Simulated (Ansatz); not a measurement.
# A strain series on MgS (zincblende): xy shear, engineering strain (angle)

MgS in the zincblende structure, relaxed with r2SCAN in the plane-wave code Ansatz, then strained (xy shear, engineering strain (angle); angles, axes as in the cell below) with the atoms relaxed again within the symmetry that is left. The symmetry is F-43m (No. 216, cubic); conventional cell a = 5.662 Å, 22.69 Å³ an atom. Mg has 4 S at 2.45 Å; S has 4 Mg at 2.45 Å. These are computed values for a spin-unpolarised cell that may be hypothetical; none is a measurement.

```
Mg S
1.0
     0.00000    2.83088    2.83088
     2.83088    0.00000    2.83088
     2.83088    2.83088    0.00000
Mg S
1 1
Direct
  0.00000 0.00000 0.00000
  0.25000 0.25000 0.25000
```

Gaps are the least over each mesh (PBE 8×8×8, r2SCAN 8×8×8, HSE06 6×6×6 when unstrained) and the special points, which keep their unstrained names; stress is the change from the unstrained cell, compression positive.

| strain (%) | gap, PBE (eV) | gap, r2SCAN (eV) | gap, HSE06 (eV) | edges, HSE06 | xy stress, r2SCAN (GPa) | energy rise, r2SCAN (meV/atom) |
| --- | --- | --- | --- | --- | --- | --- |
| -5.86 | 3.246 | 3.911 | 4.299 | Γ | +1.90 | 7.8 |
| -1.0 | 3.436 | 4.110 | 4.497 | Γ | +0.33 | 0.2 |
| -0.64 | 3.447 | 4.122 | 4.508 | Γ | +0.21 | 0.1 |
| 0.0 | 3.466 | 4.142 | 4.528 | Γ | 0.00 | 0.0 |
| +4.51 | 3.305 | 3.973 | 4.361 | Γ | -1.45 | 4.6 |

**Question.** Estimate the row for a strain of +3.0 %.

**Answer.**

| strain (%) | gap, PBE (eV) | gap, r2SCAN (eV) | gap, HSE06 (eV) | edges, HSE06 | xy stress, r2SCAN (GPa) | energy rise, r2SCAN (meV/atom) |
| --- | --- | --- | --- | --- | --- | --- |
| +3.0 | 3.367 | 4.038 | 4.425 | Γ | -0.98 | 2.0 |

The meshes of the hybrids are coarse, so their gaps aren't converged to the digits shown.
